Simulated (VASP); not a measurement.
# Mo (Im-3m) in VASP: density of states with PBE

Aim: the density of states of Mo with PBE.

All numbers are computed with VASP 6.6.1; they aren't measurements. Logs are shortened: lines on timing, memory, paths and dates and some standing lists are left out, and cuts for length are marked.

## 1. Starting point

The structure is cubic, space group Im-3m (No. 229). Conventional cell: a = 3.162 Å, b = 3.162 Å, c = 3.162 Å, α = 90.00°, β = 90.00°, γ = 90.00°. Mo (site symmetry m-3m) has 8 Mo at 2.74 Å as nearest neighbours.

## 2. Density of states, PBE

POSCAR reads:

```
Mo                                      
1.0
   -1.5812120322      1.5812120322      1.5812120322
    1.5812120322     -1.5812120322      1.5812120322
    1.5812120322      1.5812120322     -1.5812120322
  Mo            
     1
Direct
     0.0000000000000000    0.0000000000000000    0.0000000000000000
```

INCAR.step1 reads:

```
  PREC = Accurate
  ENCUT = 520
  EDIFF = 1E-7
  ISMEAR = 0
  SIGMA = 0.1
  LREAL = False
  LASPH = True
  NELM = 80
  ALGO = Fast
  ISIF = 2
  LWAVE = False
  LCHARG = True
  LMAXMIX = 4
  GGA = PE
  NBANDS = 13
```

KPOINTS.step1 reads:

```
Automatic mesh
0
Gamma
  18 18 18
```

INCAR.step2 reads:

```
  PREC = Accurate
  ENCUT = 520
  EDIFF = 1E-7
  ISMEAR = -5
  SIGMA = 0.1
  LREAL = False
  LASPH = True
  NELM = 80
  ALGO = Fast
  ISIF = 2
  LWAVE = False
  LCHARG = False
  LMAXMIX = 4
  GGA = PE
  LORBIT = 10
  NBANDS = 13
  NEDOS = 2001
  ICHARG = 11
```

KPOINTS.step2 reads:

```
Automatic mesh
0
Gamma
  27 27 27
```

Potentials or basis: VASP PAW PBE potentials, release 64 (Mo_sv).

Launch:

```console
$ cat potpaw_PBE.64/Mo_sv/POTCAR > POTCAR
$ cp INCAR.step1 INCAR
$ cp KPOINTS.step1 KPOINTS
$ mpirun -np 1 vasp_std > vasp.out
$ cp INCAR.step2 INCAR
$ cp KPOINTS.step2 KPOINTS
$ mpirun -np 1 vasp_std > vasp.out
```

OUTCAR:

```text
PREC = Accurate
   ENCUT = 520
   EDIFF = 1E-7
   ISMEAR = -5
   LREAL = False
   LASPH = True
   NELM = 80
   ISIF = 2
   GGA = PE
   LORBIT = 10
   ICHARG = 11

 ion  position               nearest neighbor table
   1  0.000  0.000  0.000-

  LATTYP: Found a body centered cubic cell.
 ALAT       =     3.1624240644

  Lattice vectors:

 A1 = (  -1.5812120322,   1.5812120322,   1.5812120322)
 A2 = (   1.5812120322,  -1.5812120322,   1.5812120322)
 A3 = (   1.5812120322,   1.5812120322,  -1.5812120322)

Analysis of symmetry for initial positions (statically):
=====================================================================
 Subroutine PRICEL returns:
 Original cell was already a primitive cell.

 Routine SETGRP: Setting up the symmetry group for a
 body centered cubic supercell.

 Subroutine GETGRP returns: Found 48 space group operations
 (whereof 48 operations were pure point group operations)
 out of a pool of 48 trial point group operations.

The static configuration has the point symmetry O_h .

Analysis of symmetry for dynamics (positions and initial velocities):
=====================================================================
 Subroutine PRICEL returns:
 Original cell was already a primitive cell.

 Routine SETGRP: Setting up the symmetry group for a
 body centered cubic supercell.

 Subroutine GETGRP returns: Found 48 space group operations
 (whereof 48 operations were pure point group operations)
 out of a pool of 48 trial point group operations.

The dynamic configuration has the point symmetry O_h .

 Subroutine INISYM returns: Found 48 space group operations
 (whereof 48 operations are pure point group operations),
 and found     1 'primitive' translations

----------------------------------------------------------------------------------------

                                     Primitive cell

  volume of cell :      15.8136

  direct lattice vectors                    reciprocal lattice vectors
    -1.581212032  1.581212032  1.581212032     0.000000000  0.316213126  0.316213126
     1.581212032 -1.581212032  1.581212032     0.316213126  0.000000000  0.316213126
     1.581212032  1.581212032 -1.581212032     0.316213126  0.316213126  0.000000000

  length of vectors
     2.738739577  2.738739577  2.738739577     0.447192892  0.447192892  0.447192892

  position of ions in fractional coordinates (direct lattice)
     0.000000000  0.000000000  0.000000000

  ion indices of the primitive-cell ions
   primitive index   ion index
                 1           1

----------------------------------------------------------------------------------------

 KPOINTS: Automatic mesh

Automatic generation of k-mesh.
 Grid dimensions read from file:
 generate k-points for:   27   27   27

 Generating k-lattice:

  Cartesian coordinates                     Fractional coordinates (reciprocal lattice)
     0.000000000  0.011711597  0.011711597     0.037037037  0.000000000  0.000000000
     0.011711597  0.000000000  0.011711597     0.000000000  0.037037037  0.000000000
     0.011711597  0.011711597  0.000000000     0.000000000  0.000000000  0.037037037

  Length of vectors
     0.016562700  0.016562700  0.016562700

  Shift w.r.t. Gamma in fractional coordinates (k-lattice)
     0.000000000  0.000000000  0.000000000

 TETIRR: Found  23679 inequivalent tetrahedra from   118098

 Subroutine IBZKPT returns following result:
 ===========================================

 Found    560 irreducible k-points:

 Following reciprocal coordinates:
            Coordinates               Weight
  0.000000  0.000000  0.000000      1.000000
  0.037037  0.000000  0.000000     12.000000
  0.074074  0.000000  0.000000     12.000000
  0.111111  0.000000  0.000000     12.000000
  0.148148  0.000000  0.000000     12.000000
  0.185185  0.000000  0.000000     12.000000
[... 16 lines left out ...]
  0.333333  0.037037 -0.000000     48.000000
  0.370370  0.037037  0.000000     48.000000
 [... further k-points ...]
   k-points           NKPTS =    560   k-points in BZ     NKDIM =    560   number of bands    NBANDS=     13
   number of dos      NEDOS =   2001   number of ions     NIONS =      1
   total plane-waves  NPLWV =   8000
   dimension x,y,z NGX =    20 NGY =   20 NGZ =   20
   dimension x,y,z NGXF=    40 NGYF=   40 NGZF=   40
   ions per type =               1
   NGX,Y,Z   is equivalent  to a cutoff of  12.14, 12.14, 12.14 a.u.
   NGXF,Y,Z  is equivalent  to a cutoff of  24.28, 24.28, 24.28 a.u.
 SYSTEM =  unknown system
   PREC   = accura    normal or accurate (medium, high low for compatibility)
   ISTART =      0    job   : 0-new  1-cont  2-samecut
   ICHARG =     11    charge: 1-file 2-atom 10-const
   ISPIN  =      1    spin polarized calculation?
   LNONCOLLINEAR =      F non collinear calculations
   LSORBIT =      F    spin-orbit coupling
   LASPH  =      T    aspherical Exc in radial PAW
   ENCUT  =  520.0 eV  38.22 Ry    6.18 a.u.   5.09  5.09  5.09*2*pi/ulx,y,z
   NELM   =     80;   NELMIN=  2; NELMDL=  0     # of ELM steps
   EDIFF  = 0.1E-06   stopping-criterion for ELM
   LREAL  =      F    real-space projection
   EDIFFG = 0.1E-05   stopping-criterion for IOM
   NSW    =      0    number of steps for IOM
   IBRION =     -1    ionic relax: 0-MD 1-quasi-New 2-CG
   NFREE  =      0    steps in history (QN), initial steepest desc. (CG)
   ISIF   =      2    stress and relaxation
   ISYM   =      2    0-nonsym 1-usesym 2-fastsym
   POTIM  = 0.5000    time-step for ionic-motion
   TEBEG  =    0.0;   TEEND  =   0.0 temperature during run
   PSTRESS=    0.0 pullay stress
   NELECT =      14.0000    total number of electrons
   NUPDOWN=      -1.0000    fix difference up-down
   EMIN   =  10.00;   EMAX   =-10.00  energy-range for DOS
   EFERMI =   0.00;   METHOD = LEGACY
   ISMEAR =    -5;   SIGMA  =   0.10  broadening in eV -4-tet -1-fermi 0-gaus
   EFERMI_NEDOS =   21; number of points for ismear=-14 and -15
   IALGO  =     68    algorithm
   IMIX   =      4    mixing-type and parameters
     AMIX     =   0.40;   BMIX     =  1.00
     AMIX_MAG =   1.60;   BMIX_MAG =  1.00
  volume/ion in A,a.u.               =      15.81       106.72
  Fermi-wavevector in a.u.,A,eV,Ry     =   1.571957  2.970568 33.620671  2.471050
  Thomas-Fermi vector in A             =   2.673464
   LORBIT       =     10    0 simple, 1 ext, 2 COOP (PROOUT), +10 PAW based schemes
   GGA     = PE    functional components
   LHFCALC =     F    Hartree Fock is set to
   AEXX    =    0.0000 exact exchange contribution
   IVDW    =     0    specifies the selected vdW correction
   LEPSILON=     F    determine dielectric tensor
   LRPA    =     F    only Hartree local field effects (RPA)
 non-spin polarized calculation
 RMM-DIIS sequential band-by-band and
 Fermi weights with tetrahedron method with Bloechl corrections
  energy-cutoff  :      520.00
  volume of cell :       15.81
 maximum number of plane-waves:       438

 number of electron      14.0000004 magnetization

 Free energy of the ion-electron system (eV)
  ---------------------------------------------------
  ext. energy  EPLUGINS =         0.00000000
  ---------------------------------------------------
  free energy    TOTEN  =       -10.93547655 eV

  energy without entropy =      -10.93547655  energy(sigma->0) =      -10.93547655

 E-fermi :  12.4290     XC(G=0): -13.3253

 val. band max:       12.4602057219   @ k =   0.4074   0.1111   0.0741
 cond. band min:      12.4087674430   @ k =  -0.2593   0.3704   0.1481
 fundamental gap:     -0.0514382789
 Fermi energy:        12.4290225926

 k-point     1 :       0.0000    0.0000    0.0000
  band No.  band energies     occupation
      1     -48.8717      2.00000
      2     -22.1642      2.00000
      3     -22.1642      2.00000
      4     -22.1642      2.00000
      5       5.2107      2.00000
      6      11.0661      2.00000
      7      11.0661      2.00000
      8      11.0661      2.00000
      9      14.0492      0.00000
     10      14.0492      0.00000
     11      27.2223      0.00000
     12      27.2223      0.00000
     13      27.2223      0.00000

 k-point     2 :       0.0370    0.0000    0.0000
  band No.  band energies     occupation
      1     -48.8683      2.00000
      2     -22.1837      2.00000
      3     -22.1702      2.00000
      4     -22.1643      2.00000
      5       5.2713      2.00000
      6      11.0318      2.00000
      7      11.0611      2.00000
      8      11.1223      2.00000
      9      13.9967      0.00000
     10      14.0499      0.00000
     11      27.2686      0.00000
     12      27.3239      0.00000
     13      27.3430      0.00000

 k-point     3 :       0.0741    0.0000    0.0000
  band No.  band energies     occupation
      1     -48.8585      2.00000
      2     -22.2409      2.00000
      3     -22.1879      2.00000
      4     -22.1647      2.00000
      5       5.4494      2.00000
      6      10.9326      2.00000
      7      11.0425      2.00000
      8      11.2900      2.00000
      9      13.8587      0.00000
     10      14.0532      0.00000
     11      27.3958      0.00000
     12      27.6249      0.00000
     13      27.6772      0.00000

 k-point     4 :       0.1111    0.0000    0.0000
  band No.  band energies     occupation
      1     -48.8426      2.00000
      2     -22.3320      2.00000
      3     -22.2162      2.00000
      4     -22.1654      2.00000
      5       5.7332      2.00000
      6      10.7781      2.00000
      7      11.0006      2.00000
      8      11.5661      2.00000
      9      13.6854      0.00000
     10      14.0620      0.00000
     11      27.5653      0.00000
     12      28.1140      0.00000
     13      28.1432      0.00000

 k-point     5 :       0.1481    0.0000    0.0000
  band No.  band energies     occupation
      1     -48.8216      2.00000
      2     -22.4513      2.00000
      3     -22.2535      2.00000
      4     -22.1662      2.00000
      5       6.1009      2.00000
      6      10.5820      2.00000
      7      10.9300      2.00000
      8      11.9452      2.04022
      9      13.5373      0.00000
     10      14.0801      0.00000
     11      27.7038      0.00000
     12      28.6055      0.00000
     13      28.7748      0.00000
[... 257 lines left out ...]
 k-point    22 :       0.2963    0.0370    0.0000
  band No.  band energies     occupation
      1     -48.6951      2.00000
      2     -23.1256      2.00000
      3     -22.4704      2.00000
      4     -22.1791      2.00000
      5       7.4816      2.00000
      6       9.5859      2.00000
      7      11.3386      2.00000
      8      13.7127      0.00000
      9      14.4015      0.00000
     10      14.7339      0.00000
     11      26.2070      0.00000
     12      27.1189      0.00000
     13      33.0181      0.00000

 k-point    23 :       0.3333    0.0370   -0.0000
  band No.  band energies     occupation
      1     -48.6695      2.00000
      2     -23.2545      2.00000
      3     -22.5140      2.00000
      4     -22.1803      2.00000
      5       7.4540      2.00000
      6       9.4090      2.00000
      7      11.8867      2.03756
      8      13.8808      0.00000
      9      14.4977      0.00000
     10      15.4386      0.00000
     11      25.6128      0.00000
     12      26.2114      0.00000
     13      32.2784      0.00000

 k-point    24 :       0.3704    0.0370    0.0000
  band No.  band energies     occupation
      1     -48.6480      2.00000
      2     -23.3616      2.00000
      3     -22.5504      2.00000
      4     -22.1813      2.00000
      5       7.3702      2.00000
      6       9.2656      2.00000
      7      12.4968      0.96261
      8      14.0266      0.00000
      9      14.6040      0.00000
     10      16.1027      0.00000
     11      25.0753      0.00000
     12      25.3566      0.00000
     13      31.1868      0.00000

 [... further k-points ...]

------------------------ aborting loop because EDIFF is reached ----------------------------------------

  FORCE on cell =-STRESS in cart. coord.  units (eV):
  Direction    XX          YY          ZZ          XY          YZ          ZX
  --------------------------------------------------------------------------------------
  -------------------------------------------------------------------------------------
  Total       -0.0225978     -0.0225978     -0.0225978      0.0000000      0.0000000      0.0000000
  in kB       -2.2895298     -2.2895298     -2.2895298      0.0000000      0.0000000      0.0000000
  external PRESSURE =      -2.2895298 kB  Pullay stress =       0.0000000 kB

 VOLUME and BASIS-vectors are now :
 -----------------------------------------------------------------------------
  energy-cutoff  :      520.00
  volume of cell :       15.81
      direct lattice vectors                 reciprocal lattice vectors
    -1.581212032  1.581212032  1.581212032     0.000000000  0.316213126  0.316213126
     1.581212032 -1.581212032  1.581212032     0.316213126  0.000000000  0.316213126
     1.581212032  1.581212032 -1.581212032     0.316213126  0.316213126  0.000000000

 POSITION                                       TOTAL-FORCE (eV/Angst)
 -----------------------------------------------------------------------------------
      0.00000      0.00000      0.00000         0.000000     -0.000000     -0.000000
 -----------------------------------------------------------------------------------
    total drift:                                0.000000     -0.000000      0.000000

  FREE ENERGIE OF THE ION-ELECTRON SYSTEM (eV)
  ---------------------------------------------------
  free  energy   TOTEN  =       -10.9354765526 eV

  energy  without entropy=      -10.9354765526  energy(sigma->0) =      -10.93547655

 total charge

# of ion       s       p       d       tot
------------------------------------------
    1        2.378   6.203   3.891  12.472
```

It took 39 s on 1 thread of Intel Xeon 6975P-C (Granite Rapids), shared host; peak memory 0.26 GiB.

Results:

| Property | Result |
| --- | --- |
| Valence electrons inside the program's atomic spheres | Mo 12.47 |

States per cell in windows of 0.5 eV (zero at the Fermi level; states under -8 eV left out):
```tsv
from (eV)	total	Mo1_d	Mo1_p	Mo1_s
-8.0	0.00	0.00	0.00	0.00
-7.5	0.00	0.00	0.00	0.00
-7.0	0.02	0.00	0.00	0.01
-6.5	0.04	0.00	0.00	0.02
-6.0	0.06	0.00	0.00	0.03
-5.5	0.19	0.07	0.01	0.05
-5.0	0.53	0.27	0.01	0.09
-4.5	0.70	0.41	0.02	0.08
-4.0	0.58	0.36	0.02	0.04
-3.5	0.65	0.50	0.02	0.01
-3.0	0.85	0.65	0.03	0.01
-2.5	0.48	0.36	0.02	0.01
-2.0	0.98	0.67	0.06	0.02
-1.5	0.42	0.27	0.04	0.01
-1.0	0.27	0.17	0.03	0.01
-0.5	0.27	0.18	0.02	0.00
0.0	0.42	0.32	0.02	0.01
0.5	0.56	0.46	0.02	0.01
1.0	0.67	0.58	0.01	0.01
1.5	0.75	0.68	0.01	0.00
2.0	1.06	0.98	0.01	0.01
2.5	0.52	0.44	0.02	0.01
3.0	0.36	0.30	0.02	0.01
3.5	0.31	0.26	0.01	0.01
4.0	0.19	0.15	0.01	0.01
4.5	0.15	0.11	0.02	0.01
5.0	0.14	0.09	0.02	0.01
5.5	0.14	0.08	0.02	0.01
6.0	0.13	0.07	0.02	0.01
6.5	0.13	0.06	0.02	0.01
7.0	0.12	0.06	0.03	0.01
7.5	0.11	0.05	0.03	0.01
```

Caveat: tetrahedron occupations give inexact forces and stress in metals.
